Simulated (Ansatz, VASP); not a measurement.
**Mo: VASP beside Ansatz**

```xyz
5
Lattice="5.6479 0.0000 0.0000 0.0000 5.6479 0.0000 0.0000 0.0000 2.8789" Properties=species:S:1:pos:R:3 pbc="T T T"
Mo    1.5564    1.5564    1.4395
Mo    1.5564    4.0915    1.4395
Mo    4.0915    1.5564    1.4395
Mo    4.0915    4.0915    1.4395
Mo    0.0000    0.0000    0.0000
```

Alike in both runs: functional PBE; k mesh 4 × 4 × 6; occupations gaussian, width 0.1 eV; no spin polarisation.

Ansatz relaxed the structure, and its values are those at the end. VASP's run is a single point on that final structure, the one shown.

|  | VASP | Ansatz |
| --- | --- | --- |
| version | VASP 6.6.1 | Ansatz 0.2.0 |
| potentials or method | VASP PAW PBE potentials, release 64 (Mo_sv) | scalar-relativistic, plane waves, PAW |
| plane-wave cutoff (eV) | 520 | 420 |
| valence electrons in the cell | 70 | 70 |

```tsv
	VASP	Ansatz	Ansatz less VASP
gap on the k mesh at the Fermi level (eV)	none	none	-
pressure (GPa)	0.4	0.0	-0.44
rms of the force components (eV/Å)	0.010	0.007	-0.0027
```

A gap of «none» marks a metal or a gap that the smearing closes.

Caveats: the k mesh is coarse (spacing up to 0.36 Å⁻¹), so the values aren't converged.
